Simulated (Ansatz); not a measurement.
The system is PbO.

```
Pb O
1.0
     5.87600    0.00000    0.00000
     0.00000    5.47600    0.00000
     0.00000    0.00000    4.74300
Pb O
4 4
Cartesian
  4.5186 2.8147 1.1858
  1.3574 2.6613 3.5573
  4.5186 5.3993 3.5573
  1.3574 0.0767 1.1858
  0.7756 3.1870 1.1858
  5.1004 2.2890 3.5573
  0.7756 5.0270 3.5573
  5.1004 0.4490 1.1858
```

- Program: Ansatz 0.2.0
- Task: single point
- Functional: PBE
- Potentials or basis: all-electron LAPW, scalar-relativistic
- Cutoff: 373 eV (chosen from the basis error)
- Basis error allowed: 0.001 eV/atom
- k mesh: 5 × 5 × 6
- Occupations: fermi-dirac, width 0.05 eV
- Spin: no spin polarisation

On this cell: pressure 2.3 GPa; largest force 0.934 eV/Å; band gap on the k mesh 1.97 eV, indirect (least direct gap 2.15 eV).

The same run follows on a disturbed copy (atoms moved at random, drawn with an rms of 0.05 Å):

```
Pb O
1.0
     5.87600    0.00000    0.00000
     0.00000    5.47600    0.00000
     0.00000    0.00000    4.74300
Pb O
4 4
Direct
  0.77213 0.51030 0.24500
  0.23724 0.48641 0.73958
  0.77844 0.98223 0.75373
  0.23308 0.01103 0.25676
  0.12919 0.58469 0.25384
  0.87060 0.42504 0.74715
  0.13797 0.92163 0.74828
  0.86623 0.07426 0.23699
```

**Question.** What changes?

**Answer.** The energy moves by +5.9 meV/atom; pressure 2.9 GPa; largest force 1.212 eV/Å; band gap on the k mesh 1.94 eV, indirect (least direct gap 2.10 eV).

Forces in eV/Å, atoms in the order of the input:
```
Pb  -0.684 -0.870  0.024
Pb   0.063  0.842  0.138
Pb  -0.789  0.844 -0.062
Pb   0.239 -0.777 -0.157
O    1.179  0.269 -0.083
O   -0.557 -0.410 -0.021
O    1.027 -0.330 -0.045
O   -0.479  0.434  0.205
```

Stress tensor (GPa, compression positive):
```
 7.31  0.11 -0.23
 0.11 -1.26 -0.08
-0.23 -0.08  2.60
```

Caveats: spin-orbit coupling is left out, which as a rule narrows the gap of such compounds by several tenths of an eV; an odd mesh through Γ misses points on the zone boundary, where band edges often lie; the cell's inner coordinates are idealised or old, which leaves forces on the atoms.
